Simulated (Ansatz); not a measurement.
# Property card for WS$_{2}$

Level of theory: DFT PBEsol+D3(BJ), scalar-relativistic, plane waves, PAW (Ansatz).

Plane waves to 420 eV, a k mesh through Γ of 12×12×12 on the computed 3-atom cell and Gaussian smearing (0.02 eV); no spin polarisation.

The structure is relaxed at this level of theory with its symmetry kept. This form isn't the usual stable structure of the compound.

The structure is trigonal, space group R3m (No. 160). The conventional cell has a = 3.120 Å, b = 3.120 Å, c = 17.524 Å, α = 90.00°, β = 90.00°, γ = 120.00°. W (site symmetry 3m) is surrounded by 6 S at 2.39 Å. S (site symmetry 3m) is surrounded by 3 W at 2.39 Å. Around S (site symmetry 3m) lie 3 W at 2.39 Å.

```
Volume per atom                                                                                                                                                                                                                     : 16.42 Å³
Kohn–Sham band gap                                                                                                                                                                                                                  : 0.67 eV, indirect from T to (0.000, 0.182, -0.182)
Löwdin character of the top 1 eV of the valence band                                                                                                                                                                                : W 5d 53 %, S 3p 39 %
Löwdin character of the lowest 1 eV of the conduction band                                                                                                                                                                          : W 5d 59 %, S 3p 31 %, unprojected 5 %
Electron masses at the edge by Cartesian direction of the computed cell, whose vectors are (1.560, 0.901, 5.841), (-1.560, 0.901, 5.841), (0.000, -1.802, 5.841) Å (m_e; degenerate bands sorted by energy; no spin-orbit coupling) : x: 0.53; y: 0.54; z: 0.37
Hole masses at the edge by Cartesian direction of the computed cell, whose vectors are (1.560, 0.901, 5.841), (-1.560, 0.901, 5.841), (0.000, -1.802, 5.841) Å (m_e; degenerate bands sorted by energy; no spin-orbit coupling)     : x: 0.44; y: 0.44; z: 0.91
Electronic dielectric constant xx, yy, zz of the computed cell, whose vectors are (1.560, 0.901, 5.841), (-1.560, 0.901, 5.841), (0.000, -1.802, 5.841) Å (independent particles)                                                   : 15.7, 15.7, 11.1
Bader charges (e)                                                                                                                                                                                                                   : W (1 in the cell) 1.31, S (1 in the cell) -0.65, S (1 in the cell) -0.66
```

Spin-orbit coupling is left out, which matters for the bands of heavy elements.

Cost: 12 runs of about 21 core-minutes in all, on Arm Neoverse V2 (shared hosts).